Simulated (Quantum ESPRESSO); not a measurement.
Runs of Quantum ESPRESSO 7.5 on Ge. The structure is orthorhombic, space group Cmcm (No. 63). The conventional cell has a = 2.976 Å, b = 5.189 Å, c = 4.728 Å, α = 90.00°, β = 90.00°, γ = 90.00°. Around Ge (site symmetry m2m) lie 12 Ge at 2.92 to 2.99 Å. This isn't the form of Ge at room conditions, which is diamond.

| task | level | potentials or basis | spin | cell | cutoff (eV) | gap on the mesh (eV) | pressure (GPa) |
| --- | --- | --- | --- | --- | --- | --- | --- |
| band structure | PBEsol | PseudoDojo 0.4.1 SR PBEsol standard | off | as given | 1061 | none | 0.5 |
| band structure | PBEsol | PseudoDojo 0.4 FR PBEsol standard | SOC, no magnetisation | as given | 1061 | none | 0.6 |
| single point | PBE | SSSP 1.3 efficiency PBE | off | as given | 748 | none | (a) |
| single point | PBE | SSSP 1.3 efficiency PBE | off | atoms moved at random, drawn with an rms of 0.05 Å | 748 | none | 4.3 |

Alike in all rows: k mesh 10 × 10 × 6; smearing fermi-dirac 0.05 eV.

Task: Fill in the values left out.

Result: (a) 4.2.

A k mesh can miss the band edges, and rows without SOC leave out spin-orbit coupling on Ge.

A gap of «none» marks a metal or a gap under the smearing width.
